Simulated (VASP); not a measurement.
# Ge (Fd-3m) in VASP: settings compared

The runs below take Ge through single point, relaxation of cell and atoms, with PBE, PBEsol+D4.

Everything below comes from runs of VASP 6.6.1. Logs are shortened: lines on timing, memory, paths and dates and some standing lists are left out, and cuts for length are marked.

**The experiment to reproduce.**

From “Electronic and optical properties of SixGe1-x-ySny alloys lattice-matched to Ge”, 2021, arxiv:2109.02782, for a bulk crystal of Ge at 300 K: band gap 0.807 eV (direct).

How close the calculation comes is told below.

### 1 Starting point

The structure is cubic, space group Fd-3m (No. 227). The conventional cell has a = 5.658 Å, b = 5.658 Å, c = 5.658 Å, α = 90.00°, β = 90.00°, γ = 90.00°. Around Ge (site symmetry -43m) lie 4 Ge at 2.45 Å.

### 2 Single point, PBE

INCAR reads:

```
PREC     = Accurate       # precision mode
ENCUT    = 520            # plane-wave cutoff, eV
EDIFF    = 1E-6           # SCF threshold, eV
ISMEAR   = 0              # smearing method
SIGMA    = 0.028000000000000004 # smearing width, eV
LREAL    = False          # projectors in reciprocal space
LASPH    = True           # aspherical terms in the spheres
NELM     = 60             # most SCF steps
ALGO     = Normal         # electronic algorithm
ISIF     = 2              # what is computed and relaxed
LWAVE    = False          # write WAVECAR
LCHARG   = False          # write CHGCAR
GGA      = PE             # functional
```

KPOINTS reads:

```
regular mesh
0
Gamma
  8 8 8
```

POSCAR reads:

```
Ge
1.0
    0.0000000000      2.8289100000      2.8289100000
    2.8289100000      0.0000000000      2.8289100000
    2.8289100000      2.8289100000      0.0000000000
Ge
2
Direct
    0.7500000000      0.7500000000      0.7500000000
    0.5000000000      0.5000000000      0.5000000000
```

Potentials or basis: VASP PAW PBE potentials, release 64 (Ge_d).

Run with:

```
$ cat potpaw_PBE.64/Ge_d/POTCAR > POTCAR
$ mpirun -np 1 vasp_std > vasp.out
```

OUTCAR:

```text
PREC = Accurate
   ENCUT = 520
   EDIFF = 1E-6
   ISMEAR = 0
   LREAL = False
   LASPH = True
   NELM = 60
   ISIF = 2
   GGA = PE

 ion  position               nearest neighbor table
   1  0.750  0.750  0.750-   2 2.45   2 2.45   2 2.45   2 2.45
   2  0.500  0.500  0.500-   1 2.45   1 2.45   1 2.45   1 2.45

  LATTYP: Found a face centered cubic cell.
 ALAT       =     5.6578200000

  Lattice vectors:

 A1 = (   0.0000000000,   2.8289100000,   2.8289100000)
 A2 = (   2.8289100000,   0.0000000000,   2.8289100000)
 A3 = (   2.8289100000,   2.8289100000,   0.0000000000)

Analysis of symmetry for initial positions (statically):
=====================================================================
 Subroutine PRICEL returns:
 Original cell was already a primitive cell.

 Routine SETGRP: Setting up the symmetry group for a
 face centered cubic supercell.

 Subroutine GETGRP returns: Found 48 space group operations
 (whereof 24 operations were pure point group operations)
 out of a pool of 48 trial point group operations.

The static configuration has the point symmetry T_d .
 The point group associated with its full space group is O_h .

Analysis of symmetry for dynamics (positions and initial velocities):
=====================================================================
 Subroutine PRICEL returns:
 Original cell was already a primitive cell.

 Routine SETGRP: Setting up the symmetry group for a
 face centered cubic supercell.

 Subroutine GETGRP returns: Found 48 space group operations
 (whereof 24 operations were pure point group operations)
 out of a pool of 48 trial point group operations.

The dynamic configuration has the point symmetry T_d .
 The point group associated with its full space group is O_h .

 Subroutine INISYM returns: Found 48 space group operations
 (whereof 24 operations are pure point group operations),
 and found     1 'primitive' translations

----------------------------------------------------------------------------------------

                                     Primitive cell

  volume of cell :      45.2780

  direct lattice vectors                    reciprocal lattice vectors
     0.000000000  2.828910000  2.828910000    -0.176746521  0.176746521  0.176746521
     2.828910000  0.000000000  2.828910000     0.176746521 -0.176746521  0.176746521
     2.828910000  2.828910000  0.000000000     0.176746521  0.176746521 -0.176746521

  length of vectors
     4.000682889  4.000682889  4.000682889     0.306133954  0.306133954  0.306133954

  position of ions in fractional coordinates (direct lattice)
     0.750000000  0.750000000  0.750000000
     0.500000000  0.500000000  0.500000000

  ion indices of the primitive-cell ions
   primitive index   ion index
                 1           1
                 2           2

----------------------------------------------------------------------------------------

 KPOINTS: regular mesh

Automatic generation of k-mesh.
 Grid dimensions read from file:
 generate k-points for:    8    8    8

 Generating k-lattice:

  Cartesian coordinates                     Fractional coordinates (reciprocal lattice)
    -0.022093315  0.022093315  0.022093315     0.125000000  0.000000000  0.000000000
     0.022093315 -0.022093315  0.022093315     0.000000000  0.125000000  0.000000000
     0.022093315  0.022093315 -0.022093315     0.000000000  0.000000000  0.125000000

  Length of vectors
     0.038266744  0.038266744  0.038266744

  Shift w.r.t. Gamma in fractional coordinates (k-lattice)
     0.000000000  0.000000000  0.000000000

 Subroutine IBZKPT returns following result:
 ===========================================

 Found     29 irreducible k-points:

 Following reciprocal coordinates:
            Coordinates               Weight
  0.000000  0.000000  0.000000      1.000000
  0.125000  0.000000  0.000000      8.000000
  0.250000  0.000000  0.000000      8.000000
  0.375000  0.000000  0.000000      8.000000
  0.500000  0.000000  0.000000      4.000000
  0.125000  0.125000  0.000000      6.000000
[... 16 lines left out ...]
  0.500000  0.250000  0.125000     48.000000
 -0.375000  0.250000  0.125000     24.000000
 [... further k-points ...]
   k-points           NKPTS =     29   k-points in BZ     NKDIM =     29   number of bands    NBANDS=     18
   number of dos      NEDOS =    301   number of ions     NIONS =      2
   total plane-waves  NPLWV =  27000
   dimension x,y,z NGX =    30 NGY =   30 NGZ =   30
   dimension x,y,z NGXF=    60 NGYF=   60 NGZF=   60
   ions per type =               2
   NGX,Y,Z   is equivalent  to a cutoff of  12.47, 12.47, 12.47 a.u.
   NGXF,Y,Z  is equivalent  to a cutoff of  24.93, 24.93, 24.93 a.u.
 SYSTEM =  unknown system
   PREC   = accura    normal or accurate (medium, high low for compatibility)
   ISTART =      0    job   : 0-new  1-cont  2-samecut
   ICHARG =      2    charge: 1-file 2-atom 10-const
   ISPIN  =      1    spin polarized calculation?
   LNONCOLLINEAR =      F non collinear calculations
   LSORBIT =      F    spin-orbit coupling
   LASPH  =      T    aspherical Exc in radial PAW
   ENCUT  =  520.0 eV  38.22 Ry    6.18 a.u.   7.44  7.44  7.44*2*pi/ulx,y,z
   NELM   =     60;   NELMIN=  2; NELMDL= -5     # of ELM steps
   EDIFF  = 0.1E-05   stopping-criterion for ELM
   LREAL  =      F    real-space projection
   EDIFFG = 0.1E-04   stopping-criterion for IOM
   NSW    =      0    number of steps for IOM
   IBRION =     -1    ionic relax: 0-MD 1-quasi-New 2-CG
   NFREE  =      0    steps in history (QN), initial steepest desc. (CG)
   ISIF   =      2    stress and relaxation
   ISYM   =      2    0-nonsym 1-usesym 2-fastsym
   POTIM  = 0.5000    time-step for ionic-motion
   TEBEG  =    0.0;   TEEND  =   0.0 temperature during run
   PSTRESS=    0.0 pullay stress
   NELECT =      28.0000    total number of electrons
   NUPDOWN=      -1.0000    fix difference up-down
   EMIN   =  10.00;   EMAX   =-10.00  energy-range for DOS
   EFERMI =   0.00;   METHOD = LEGACY
   ISMEAR =     0;   SIGMA  =   0.03  broadening in eV -4-tet -1-fermi 0-gaus
   EFERMI_NEDOS =   21; number of points for ismear=-14 and -15
   IALGO  =     38    algorithm
   IMIX   =      4    mixing-type and parameters
     AMIX     =   0.40;   BMIX     =  1.00
     AMIX_MAG =   1.60;   BMIX_MAG =  1.00
  volume/ion in A,a.u.               =      22.64       152.78
  Fermi-wavevector in a.u.,A,eV,Ry     =   1.394756  2.635708 26.468033  1.945346
  Thomas-Fermi vector in A             =   2.518275
   LORBIT       =      0    0 simple, 1 ext, 2 COOP (PROOUT), +10 PAW based schemes
   GGA     = PE    functional components
   LHFCALC =     F    Hartree Fock is set to
   AEXX    =    0.0000 exact exchange contribution
   IVDW    =     0    specifies the selected vdW correction
   LEPSILON=     F    determine dielectric tensor
   LRPA    =     F    only Hartree local field effects (RPA)
 non-spin polarized calculation
 Gauss-broadening in eV      SIGMA  =   0.03
  energy-cutoff  :      520.00
  volume of cell :       45.28
 maximum number of plane-waves:      1243
 NGX is ok and might be reduce to    30
   NGX = 15   NGY = 15   NGZ = 15

 number of electron      28.0000022 magnetization

 Free energy of the ion-electron system (eV)
  ---------------------------------------------------
  ext. energy  EPLUGINS =         0.00000000
  ---------------------------------------------------
  free energy    TOTEN  =        -8.99885891 eV

  energy without entropy =       -8.99878973  energy(sigma->0) =       -8.99882432

 E-fermi :   5.0195     XC(G=0):  -9.9229

 val. band max:        4.9945864949   @ k =   0.0000   0.0000   0.0000
 cond. band min:       5.0292730218   @ k =   0.0000   0.0000   0.0000
 fundamental gap:      0.0346865270
 Fermi energy:         5.0195339091

 k-point     1 :       0.0000    0.0000    0.0000
  band No.  band energies     occupation
      1     -19.8205      2.00000
      2     -19.8205      2.00000
      3     -19.8205      2.00000
      4     -19.7843      2.00000
      5     -19.7843      2.00000
      6     -19.5738      2.00000
[... 10 lines left out ...]
     17       7.5483      0.00000
     18       7.5483      0.00000

 k-point     2 :       0.1250    0.0000    0.0000
  band No.  band energies     occupation
      1     -19.8286      2.00000
      2     -19.8286      2.00000
      3     -19.8179      2.00000
      4     -19.7730      2.00000
      5     -19.7730      2.00000
      6     -19.5857      2.00000
[... 10 lines left out ...]
     17       7.9969      0.00000
     18       8.4856      0.00000

 k-point     3 :       0.2500    0.0000    0.0000
  band No.  band energies     occupation
      1     -19.8386      2.00000
      2     -19.8386      2.00000
      3     -19.8118      2.00000
      4     -19.7558      2.00000
      5     -19.7558      2.00000
      6     -19.5993      2.00000
[... 10 lines left out ...]
     17       8.6292      0.00000
     18      10.6321      0.00000

 k-point     4 :       0.3750    0.0000    0.0000
  band No.  band energies     occupation
      1     -19.8437      2.00000
      2     -19.8437      2.00000
      3     -19.8055      2.00000
      4     -19.7453      2.00000
      5     -19.7453      2.00000
      6     -19.6065      2.00000
[... 10 lines left out ...]
     17       8.7775      0.00000
     18      12.2505      0.00000

 k-point     5 :       0.5000    0.0000    0.0000
  band No.  band energies     occupation
      1     -19.8449      2.00000
      2     -19.8449      2.00000
      3     -19.8029      2.00000
      4     -19.7424      2.00000
      5     -19.7424      2.00000
      6     -19.6081      2.00000
[... 10 lines left out ...]
     17       8.7428      0.00000
     18      12.1279      0.00000

 k-point     6 :       0.1250    0.1250    0.0000
  band No.  band energies     occupation
      1     -19.8280      2.00000
      2     -19.8262      2.00000
      3     -19.8262      2.00000
      4     -19.7754      2.00000
      5     -19.7607      2.00000
      6     -19.6080      2.00000
[... 10 lines left out ...]
     17       8.7439      0.00000
     18       8.7439      0.00000

 k-point     7 :       0.2500    0.1250    0.0000
  band No.  band energies     occupation
      1     -19.8416      2.00000
      2     -19.8343      2.00000
      3     -19.8174      2.00000
      4     -19.7613      2.00000
      5     -19.7407      2.00000
      6     -19.6285      2.00000
[... 10 lines left out ...]
     17       9.5740      0.00000
     18       9.8600      0.00000

 k-point     8 :       0.3750    0.1250    0.0000
  band No.  band energies     occupation
      1     -19.8525      2.00000
      2     -19.8420      2.00000
      3     -19.8026      2.00000
      4     -19.7461      2.00000
      5     -19.7285      2.00000
      6     -19.6372      2.00000
[... 10 lines left out ...]
     17       9.7475      0.00000
     18      10.6184      0.00000
[... 229 lines left out ...]
     17      12.9000      0.00000
     18      13.3128      0.00000

 k-point    20 :      -0.3750    0.3750    0.0000
  band No.  band energies     occupation
      1     -19.8714      2.00000
      2     -19.8554      2.00000
      3     -19.7665      2.00000
      4     -19.7077      2.00000
      5     -19.6813      2.00000
      6     -19.6680      2.00000
[... 10 lines left out ...]
     17      12.2121      0.00000
     18      12.3797      0.00000

 k-point    21 :       0.5000    0.5000    0.0000
  band No.  band energies     occupation
      1     -19.8544      2.00000
      2     -19.8543      2.00000
      3     -19.7688      2.00000
      4     -19.7688      2.00000
      5     -19.6695      2.00000
      6     -19.6695      2.00000
[... 10 lines left out ...]
     17      14.5119      0.00000
     18      14.5119      0.00000

 k-point    22 :       0.3750    0.2500    0.1250
  band No.  band energies     occupation
      1     -19.8491      2.00000
      2     -19.8466      2.00000
      3     -19.8037      2.00000
      4     -19.7481      2.00000
      5     -19.7195      2.00000
      6     -19.6503      2.00000
[... 10 lines left out ...]
     17       9.6556      0.00000
     18      10.5418      0.00000

 k-point    23 :       0.5000    0.2500    0.1250
  band No.  band energies     occupation
      1     -19.8610      2.00000
      2     -19.8531      2.00000
      3     -19.7820      2.00000
      4     -19.7332      2.00000
      5     -19.7069      2.00000
      6     -19.6589      2.00000
[... 10 lines left out ...]
     17       9.9099      0.00000
     18      11.1525      0.00000

 k-point    24 :      -0.3750    0.2500    0.1250
  band No.  band energies     occupation
      1     -19.8662      2.00000
      2     -19.8544      2.00000
      3     -19.7722      2.00000
      4     -19.7222      2.00000
      5     -19.7084      2.00000
      6     -19.6538      2.00000
[... 10 lines left out ...]
     17      10.7899      0.00000
     18      11.9473      0.00000

 [... further k-points ...]

------------------------ aborting loop because EDIFF is reached ----------------------------------------

  FORCE on cell =-STRESS in cart. coord.  units (eV):
  Direction    XX          YY          ZZ          XY          YZ          ZX
  --------------------------------------------------------------------------------------
  -------------------------------------------------------------------------------------
  Total        0.9823650      0.9823650      0.9823650      0.0000000      0.0000000      0.0000000
  in kB       34.7613063     34.7613063     34.7613063      0.0000000      0.0000000      0.0000000
  external PRESSURE =      34.7613063 kB  Pullay stress =       0.0000000 kB

 VOLUME and BASIS-vectors are now :
 -----------------------------------------------------------------------------
  energy-cutoff  :      520.00
  volume of cell :       45.28
      direct lattice vectors                 reciprocal lattice vectors
     0.000000000  2.828910000  2.828910000    -0.176746521  0.176746521  0.176746521
     2.828910000  0.000000000  2.828910000     0.176746521 -0.176746521  0.176746521
     2.828910000  2.828910000  0.000000000     0.176746521  0.176746521 -0.176746521

 POSITION                                       TOTAL-FORCE (eV/Angst)
 -----------------------------------------------------------------------------------
      4.24336      4.24336      4.24336         0.000000      0.000000     -0.000000
      2.82891      2.82891      2.82891        -0.000000     -0.000000      0.000000
 -----------------------------------------------------------------------------------
    total drift:                                0.000000     -0.000000     -0.000000

  FREE ENERGIE OF THE ION-ELECTRON SYSTEM (eV)
  ---------------------------------------------------
  free  energy   TOTEN  =        -8.9988589070 eV

  energy  without entropy=       -8.9987897297  energy(sigma->0) =       -8.99882432
```

Wall time 19 s (1 thread of Intel Xeon Platinum 8259CL at 2.50GHz (Skylake/Cascade Lake), shared host); peak memory 0.17 GiB.

What came out:

```
Free energy            : -8.9989 eV
Pressure               : 3.5 GPa
Band gap on the k mesh : 0.03 eV, direct
```

Levels at points of the mesh, in eV from the valence-band top:
```
           k point  band 12  band 13  band 14  band 15  band 16  band 17
(0.00, 0.00, 0.00)     0.00     0.00     0.00     0.03     2.55     2.55
(0.50, 0.00, 0.00)    -7.60    -1.41    -1.41     0.18     3.75     3.75
(0.50, 0.50, 0.00)    -8.89    -3.07    -3.07     0.75     0.75     9.52
```

### 3 Relaxation of cell and atoms, PBEsol+D4

INCAR reads:

```
SYSTEM = Ge
PREC = Accurate
ENCUT = 600
EDIFF = 1E-7
ISMEAR = -1
SIGMA = 0.05
LREAL = .FALSE.
LASPH = .TRUE.
NELM = 80
ALGO = Normal
ISIF = 3
LWAVE = .FALSE.
LCHARG = .FALSE.
GGA = PS
IVDW = 13
IBRION = 2
NSW = 40
EDIFFG = -0.02
```

KPOINTS reads:

```
regular mesh
0
G
  8 8 8
  0 0 0
```

POSCAR is that of step 2.

Potentials or basis: VASP PAW PBE potentials, release 64 (Ge_d).

Run with:

```
$ cat potpaw_PBE.64/Ge_d/POTCAR > POTCAR
$ mpirun -np 1 vasp_std > vasp.out
```

Wall time 42 s (1 thread of Intel Xeon Platinum 8259CL at 2.50GHz (Skylake/Cascade Lake), shared host); peak memory 0.19 GiB.

It converged, with:

```yaml
Free_energy: -10.2371 eV
Relaxed_volume: 22.43 Å³/atom
Relaxed_cell: a = 3.988 Å, b = 3.988 Å, c = 3.988 Å, α = 60.00°, β = 60.00°, γ = 60.00°
Space_group_after_relaxing_to_0.05_Å: Fd-3m (No. 227)
Energy_gained_by_relaxing: 0.4 meV/atom
Ionic_steps: 3
Pressure_after_relaxing: 0.0 GPa
Band_gap_on_the_k_mesh: 0.08 eV, direct
Dispersion_energy_per_atom: -0.188 eV
```

The path:
```tsv
step	energy change (eV)	largest force (eV/Å)	pressure (GPa)	volume (Å³)
1	0.0000	0.0000	-0.65	45.28
2	-0.0007	0.0000	0.25	44.68
3	-0.0009	0.0000	0.04	44.85
```

Final structure:
```yaml
crystal:
  lattice:
    - [0.00000, 2.82003, 2.82003]
    - [2.82003, 0.00000, 2.82003]
    - [2.82003, 2.82003, 0.00000]
  atoms:
    - { symbol: Ge, position: [0.75000, 0.75000, 0.75000] }
    - { symbol: Ge, position: [0.50000, 0.50000, 0.50000] }
```

Levels at points of the mesh, in eV from the valence-band top:
| k point | band 11 | band 12 | band 13 | band 14 | band 15 | band 16 | band 17 | band 18 |
| --- | --- | --- | --- | --- | --- | --- | --- | --- |
| (0.00, 0.00, 0.00) | -12.87 | 0.00 | 0.00 | 0.00 | 0.08 | 2.54 | 2.54 | 2.54 |
| (0.50, 0.00, 0.00) | -10.75 | -7.67 | -1.42 | -1.42 | 0.15 | 3.72 | 3.72 | 6.97 |
| (0.50, 0.50, 0.00) | -8.94 | -8.94 | -3.12 | -3.12 | 0.65 | 0.65 | 9.57 | 9.57 |

Caveat: the PAW data sets were made with another functional, which shifts forces and pressure a little.

### 4 For comparison

An earlier run on the cell as given: functional PBEsol; potentials or basis VASP PAW PBE potentials, release 64 (Ge_d); cutoff 520 eV; k mesh 8 × 8 × 8; occupations fermi-dirac, width 0.05 eV; no spin polarisation.

* Pressure: 0.5 GPa
* Band gap on the k mesh: none (metal or under the smearing width)

### 5 Overview

| task | level | cell | cutoff (eV) | smearing | ladder | gap on the mesh (eV) | pressure (GPa) |
| --- | --- | --- | --- | --- | --- | --- | --- |
| single point | PBE | as given | 520 | gaussian 0.028 eV | - | 0.03 | 3.5 |
| relaxation of cell and atoms | PBEsol+D4 | relaxed | 600 | fermi-dirac 0.05 eV | - | 0.08 | 0.0 |
| single point | PBEsol | as given | 520 | fermi-dirac 0.05 eV | free | none | 0.5 |

Alike in all rows: potentials or basis VASP PAW PBE potentials, release 64 (Ge_d); no spin polarisation; k mesh 8 × 8 × 8.

Caveats: the PAW data sets were made with another functional, which shifts forces and pressure a little (some runs); this crystal is a semiconductor, whose small gap the functional closes, so the metal is an error of the method (some runs).

Absolute energies hang on the potentials; compare differences alone.

### 6 Against experiment

Step 2. Measured gap of Ge: 0.807 eV (direct; 300 K; “Electronic and optical properties of SixGe1-x-ySny alloys lattice-matched to Ge”, 2021, arxiv:2109.02782). This calculation gives 0.03 eV (-0.77 eV). 3 values of this kind are on record (0.666 to 0.807 eV); this one was drawn at random among those near their median. Spin-orbit coupling on Ge is left out. The value is that of PBE on a finite k mesh, which can miss the band edges, without temperature or zero-point motion. Semilocal functionals fall short of measured gaps as a rule.

Step 3. The cell as given is a measured one (22.64 Å³/atom); PBEsol+D4 puts the equilibrium volume -0.9 % from it, thermal expansion not counted.
